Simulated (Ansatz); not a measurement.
# Cs: strain energy, fitted

Cs, P6_3/mmc, a = 5.367 Å, c = 17.546 Å. This isn't the element's structure at ambient conditions. Ansatz: PBEsol, PAW, 420 eV, Γ-centred 12×12×4 mesh on 4 atoms, Gaussian smearing 0.10 eV; no spin polarisation. Series: strain along c alone, the other axes held, atoms fixed by symmetry; x is the strain in per cent. y is the free energy over the unstrained cell, V0 = 109.409 Å³/atom.

```tsv
x (%)	y (meV/atom)
-4.5	?
-3.0	0.88
-1.5	0.11
0.0	0.00
1.5	0.50
3.0	1.56
4.5	3.15
```

Task: Fit y = c2 x² + c3 x³ to the other rows, turn c2 into a modulus, and predict the missing energy.

Result: Least squares on the rows shown. y = 0.1250 x² + 0.007772 x³. In eV per unit strain² c2 is 1.250; this is C33 with relaxed ions (E = ½ C33 V0 ε²): 2 × 1.250 × 160.2 / (109.409) = 3.7 GPa. The unstrained cell keeps some stress along the strain, worth a slope of 0.13 meV/atom per %, which the form leaves out. With a term in x⁴ added, the coefficient of x² becomes 0.1623, 30 % more, which shows how far this figure hangs on the form. At x = -4.5 the fit asked for gives 1.82 meV/atom. The run gave 2.36 meV/atom, so the fit is 0.54 meV/atom too low, 17 % of the span of the series, against an rms of 0.15 meV/atom on the fitted rows. The row lies outside the fitted range. With a term in x⁴ added, a fit to the same known rows predicts 0.80 meV/atom, further off still.